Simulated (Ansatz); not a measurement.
Runs of Ansatz 0.2.0 on Cs. It takes space group Im-3m (No. 229, cubic). The conventional cell has a = 6.257 Å, b = 6.257 Å, c = 6.257 Å, α = 90.00°, β = 90.00°, γ = 90.00°. 

| task | level | potentials or basis | spin | cell | k mesh | cutoff (eV) | smearing | other keys | gap on the mesh (eV) | pressure (GPa) |
| --- | --- | --- | --- | --- | --- | --- | --- | --- | --- | --- |
| atomic charges | r2SCAN0 | Ansatz PAW | SOC, no magnetisation | as given | 4 × 4 × 4 | 500 | fermi-dirac 0.01 eV | scf.initial_density.chi_scale = 0.1 | none | 0.1 |
| electric field gradients | r2SCAN0 | Ansatz PAW polarizable | off | as given | 4 × 4 × 4 | 500 | methfessel-paxton 0.05 eV | - | none | 0.1 |
| single point | PBEsol+D3(BJ) | Ansatz PAW | off | as given | 6 × 6 × 6 | 420 | tetrahedron | hamiltonian.xc = pbesol | none | -0.3 |
| electron localisation function | CAM-B3LYP+D4 | Ansatz NC | off | volume scaled by 0.88 | 5 × 5 × 5 | 680 | fermi-dirac 0.15 eV | - | none | (a) |

Question: Fill in the values left out.

Answer: (a) 0.3.

Caveats: the PAW data sets come from PBE, with cores solved anew for the run's functional, which leaves a small shift of forces and pressure (some runs); the thresholds are loose for stress (some runs); pairwise dispersion overbinds metals, which lowers pressure and volume (some runs); with tetrahedron occupations forces and stress needn't match the slope of the energy (some runs); the potentials were made for another functional, which shifts forces and pressure (some runs).

A k mesh can miss the band edges, and rows without SOC leave out spin-orbit coupling on Cs.

A gap of «none» marks a metal or a gap under the smearing width.
